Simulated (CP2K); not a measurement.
# Nb3Sn under changes of volume

One of the cells (18.422 Å³/atom); the others are scaled copies at fixed shape and fractional positions:

```
CELL_PARAMETERS angstrom
5.28210 0.00000 0.00000
0.00000 5.28210 0.00000
0.00000 0.00000 5.28210
ATOMIC_POSITIONS crystal
Sn 0.50000 0.50000 0.50000
Sn 0.00000 0.00000 0.00000
Nb 0.00000 0.50000 0.25000
Nb 0.00000 0.50000 0.75000
Nb 0.50000 0.25000 0.00000
Nb 0.75000 0.00000 0.50000
Nb 0.50000 0.75000 0.00000
Nb 0.25000 0.00000 0.50000
```

```yaml
Program: CP2K 2026.2
Functional: PBE
Potentials_or_basis: POTENTIAL_UZH Sn GTH-PBE-q4, Nb GTH-PBE-q13; TZVP-MOLOPT-PBE-GTH basis
Density_cutoff: 6123 eV
k_mesh: 5 × 5 × 5
Occupations: fermi-dirac, width 0.05 eV
Spin: no spin polarisation
```

```csv
volume (Å³/atom),energy over the lowest point (meV/atom),pressure (GPa)
17.316,92.37,18.8
17.685,54.99,14.0
18.053,28.06,9.7
18.422,10.52,5.8
18.790,?,?
19.159,0.00,-0.8
19.527,5.43,-3.7
```

Q: What does the run at 18.790 Å³/atom give?

A: Energy over the lowest point 1.45 meV/atom; pressure 2.3 GPa.

Worked out: A Birch-Murnaghan fit of order 3 (a polynomial in V^(-2/3)) to the other rows has its minimum at 19.05 Å³/atom with B0 = V·E''(V) = 160 GPa and B' = 4.3. It gives 1.45 meV/atom at 18.790 Å³/atom, against the run's 1.45, and -dE/dV = 2.2 GPa, against 2.3.

Energies are extrapolated to zero smearing.

Caveats: the basis of atomic orbitals isn't converged, which shifts pressures, moduli and gaps.
